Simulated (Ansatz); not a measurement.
A plane-wave DFT run in Ansatz 0.2.0 (scalar-relativistic PAW potentials unless the input names others): input and command.

```yaml
crystal:
  lattice:
    - [0.0, 6.2603075137, 6.2603075137]
    - [6.2603075137, 0.0, 6.2603075137]
    - [6.2603075137, 6.2603075137, 0.0]
  atoms:
    - { symbol: Ba, position: [0.0, 0.0, 0.0] }
    - { symbol: Ba, position: [0.0083283711, 0.0083283711, 0.4916716289] }
    - { symbol: Ba, position: [0.0083283711, 0.4916716289, 0.0083283711] }
    - { symbol: Ba, position: [0.0083283711, 0.4916716289, 0.4916716289] }
    - { symbol: Ba, position: [0.4916716289, 0.0083283711, 0.0083283711] }
    - { symbol: Ba, position: [0.4916716289, 0.0083283711, 0.4916716289] }
    - { symbol: Ba, position: [0.4916716289, 0.4916716289, 0.0083283711] }
    - { symbol: Ba, position: [0.5, 0.5, 0.5] }
    - { symbol: H, position: [0.25, 0.25, 0.25] }
basis:
  ecutwfc: 420
kpoints:
  mp_grid: { grid: [4, 4, 4] }
hamiltonian:
  xc: pbe
  hubbard: { sites: [{ species: Ba, l: p, u_eff: 20.0 }] }
scf:
  occupations: { method: gaussian, width: 0.1 }
  max_iter: 50
output:
  forces: true
  eigenvalues: true
  stress: true
```

```bash
ansatz run input.yaml --threads 2 --pin off --max-ram 5120MiB --backend cpu --events-out ev --progress --plain --runs-dir out
```

Abridged log:
```
Ba: projections on atomic orbitals take those of the free atom [Kr 4d10] 5s2 5p6 6s2, of charge +0.00 (hamiltonian.pseudopotentials.projection_atoms); the dataset's partial waves leave at most 9.7e-6 of an orbital's norm unspanned inside its sphere
Ba: the file doesn't list 6p, so it is added from the neutral free atom; the dataset's partial waves leave at most 9.7e-6 of an orbital's norm unspanned inside its sphere
H: projections on atomic orbitals take those of the free atom 1s1, of charge +0.00 (hamiltonian.pseudopotentials.projection_atoms); the dataset's partial waves leave at most 1.2e-11 of an orbital's norm unspanned inside its sphere
Pseudopotentials: kind: paw
Pseudopotential: Ba, paw, valence charge 10, recommended cutoff 420 eV (normal)
Pseudopotential: H, paw, valence charge 1, recommended cutoff 420 eV (normal)
Functional definition: PBE
Crystal: 9 atoms, lattice volume = 490.701 Å³
Basis set: ecut = 420 eV, 9577 PW (Γ), exchange–correlation on 120×120×120 points (8 copies of the dense FFT grid, shifted against one another)
Bands: 50, of which v1, the nominal top of the filled ones, is band 41 counted from 1 (40 counted from 0)
Symmetry: 48 space group operations
Space group: Fm-3m (ITA 225), of the structure as read, at distance tolerance 7.9e-5 Å
k-points: 8 of 64
Initial density: superposition of atomic densities (chi_scale 0.1, normalization cell, long waves of neutral atoms under a Hubbard term (reshape's long-wave potential 0.05 eV rms, cloud 2.46 Å wide))
Initial wavefunctions: pseudopotential atomic-orbital guess
Functional: x = pbe(κ = 0.804, μ = 0.21951497), c = pbe(β = 0.06672455)
SCF iter   1: F=—  HF=-47576.000942 eV  |F-HF|=—  |Δ(HF+E_count)|=         —  Δρ=1.94e-2  dr2=3.66e0  ethr=3.10e-3  ⟨swp⟩=20.5  Hψ=7307  notcnv=0
automatic band count: the SCF goes on with 59 bands, as 50 were too few: the levels above may hold too much charge
SCF iter   2: F=—  HF=-47575.952586 eV  |F-HF|=—  |Δ(HF+E_count)|=   4.84e-2  Δρ=1.05e-2  dr2=1.50e0  ethr=3.10e-3  ⟨swp⟩=2.2  Hψ=658  notcnv=0  defer=11
SCF iter   3: F=—  HF=-47575.903283 eV  |F-HF|=—  |Δ(HF+E_count)|=   4.93e-2  Δρ=3.24e-3  dr2=1.76e-1  ethr=1.85e-3  ⟨swp⟩=3.0  Hψ=747  notcnv=0  defer=64
SCF iter   4: F=—  HF=-47575.894079 eV  |F-HF|=—  |Δ(HF+E_count)|=   9.20e-3  Δρ=1.30e-3  dr2=2.24e-2  ethr=2.18e-4  ⟨swp⟩=2.5  Hψ=819  notcnv=0  defer=64
SCF iter   5: F=—  HF=-47575.893067 eV  |F-HF|=—  |Δ(HF+E_count)|=   1.01e-3  Δρ=7.11e-4  dr2=3.98e-3  ethr=2.77e-5  ⟨swp⟩=2.4  Hψ=503  notcnv=0  defer=64
SCF iter   6: F=—  HF=-47575.892872 eV  |F-HF|=—  |Δ(HF+E_count)|=   1.95e-4  Δρ=1.62e-4  dr2=4.98e-4  ethr=4.92e-6  ⟨swp⟩=2.1  Hψ=516  notcnv=0  defer=64
SCF iter   7: F=—  HF=-47575.893086 eV  |F-HF|=—  |Δ(HF+E_count)|=   2.14e-4  Δρ=3.90e-5  dr2=2.10e-5  ethr=6.14e-7  ⟨swp⟩=2.2  Hψ=651  notcnv=0  defer=64
SCF iter   8: F=—  HF=-47575.892819 eV  |F-HF|=—  |Δ(HF+E_count)|=   2.67e-4  Δρ=1.45e-5  dr2=2.92e-6  ethr=2.59e-8  ⟨swp⟩=2.1  Hψ=698  notcnv=0  defer=64
SCF iter   9: F=—  HF=-47575.892821 eV  |F-HF|=—  |Δ(HF+E_count)|=   2.31e-6  Δρ=3.63e-6  dr2=1.45e-7  ethr=3.60e-9  ⟨swp⟩=2.0  Hψ=481  notcnv=0  defer=64
SCF iter  10: F=-47575.892821 eV  HF=-47575.892821 eV  |F-HF|=2.90e-9  |Δ(HF+E_count)|=   9.78e-8  Δρ=9.44e-7  dr2=7.04e-9  ethr=1.23e-10  ⟨swp⟩=20.9  Hψ=2970  notcnv=0
SCF 1 converged in 10 iterations: F = -47575.892821 eV  dr2 = 7.04e-9
SCF converged after 10 iterations
Free energy (F): -47575.892821 eV
Harris-Foulkes:  -47575.892821 eV  (|F-HF|=2.90e-9)
Internal energy: -47575.848150 eV  (E = F + TS)
E sigma→0 (E₀):  -47575.870485 eV
Entropy (-TS):   -0.044671 eV (-4.963 meV/atom)
Fermi energy:    7.659339 eV
--- Forces (eV/Å), atoms counted from 1 ---
  atom   1  Ba     0.00000000     0.00000000     0.00000000
  atom   2  Ba     0.00000000     0.00000000     0.34115531
  atom   3  Ba     0.00000000     0.34115531     0.00000000
  atom   4  Ba    -0.34115531     0.00000000     0.00000000
  atom   5  Ba     0.34115531     0.00000000     0.00000000
  atom   6  Ba     0.00000000    -0.34115531     0.00000000
  atom   7  Ba     0.00000000     0.00000000    -0.34115531
  atom   8  Ba     0.00000000     0.00000000     0.00000000
  atom   9  H      0.00000000     0.00000000     0.00000000
--- Stress (GPa, compression-positive) ---
        6.816896       0.000000       0.000000
        0.000000       6.816896       0.000000
        0.000000       0.000000       6.816896
  P = ⅓ Tr σ = 6.8169 GPa (68.169 kbar)
Occupation matrices written to <dir>
```

**Question.** Find the fault.

**Answer.** The fault is an enormous or negative U (hamiltonian.hubbard: not typed → {"sites": [{"species": "Ba", "l": "p", "u_eff": 20.0}]}, the first being the value of the sound run). Setting it back cures it. The run converged all the same, with an energy at zero smearing 4.1 eV/atom above the reference's (the Hamiltonian itself differs), pressure 6.82 GPa, largest force 0.341 eV/Å, no gap on the mesh, so convergence alone doesn't show that an input is right. A reference run on usual settings, whose relaxation ended at this geometry, converged, and the end of its own relaxation has pressure 0.02 GPa, largest force 0.006 eV/Å, no gap on the mesh.

Time: 16 s on 2 threads of Arm Neoverse V2, with other jobs on the host, peak memory 0.92 GiB.